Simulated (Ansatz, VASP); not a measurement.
# One calculation of Rh, two programs

```
Rh
1.0
     0.00000    1.95085    1.95085
     1.95085    0.00000    1.95085
     1.95085    1.95085    0.00000
Rh
1
Cartesian
  0.0000 0.0000 0.0000
```

Alike in both runs: functional BLYP; k mesh 14 × 14 × 14; occupations fermi-dirac, width 0.1 eV; no spin polarisation.

Ansatz relaxed the structure, and its values are those at the end. VASP's run is a single point on that final structure, the one shown.

|  | VASP | Ansatz |
| --- | --- | --- |
| version | VASP 6.6.1 | Ansatz 0.2.0 |
| potentials or method | VASP PAW PBE potentials, release 64 (Rh_pv) | plane waves (420 eV) with PAW, scalar-relativistic |
| plane-wave cutoff (eV) | 520 | 420 |
| valence electrons in the cell | 15 | 17 |

Ansatz gave:

* pressure (GPa): 0.0

Q: What did VASP give for the same quantities?

A: Pressure (GPa): 0.5.

The two sets of potentials don't hold the same shells in valence.

Caveats: the PAW data sets were made with another functional, which shifts forces and pressure a little (VASP).
